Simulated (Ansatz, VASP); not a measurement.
GaP in VASP and in Ansatz

```
Ga P
1.0
     0.00000    2.86833    2.72525
     2.72525    0.00000    2.72525
     2.72525    2.86833    0.00000
Ga P
1 1
Cartesian
  0.0000 0.0000 0.0000
  4.0879 4.3025 4.0879
```

Change from the starting cell: strain +0.0525 x Voigt [0, 1, 0, 0, 0, 0], atoms carried along.

Alike in both runs: task single point; functional LDA; k mesh 8 × 8 × 8; occupations gaussian, width 0.05 eV; no spin polarisation.

```csv
,VASP,Ansatz
version,VASP 6.6.1,Ansatz 0.2.0
potentials or method,"VASP PAW LDA potentials, release 64 (Ga_d, P)","scalar-relativistic, plane waves, PAW"
plane-wave cutoff (eV),520,420
valence electrons in the cell,18,18
```

```csv
,VASP,Ansatz,Ansatz less VASP
gap on the k mesh at the Fermi level (eV),1.10,1.07,-0.028
least direct gap on the mesh (eV),1.10,1.07,-0.028
pressure (GPa),-6.2,-6.3,-0.09
largest component of the traceless stress (GPa),2.82,2.82,+0.004
```

A k mesh can miss the band edges.
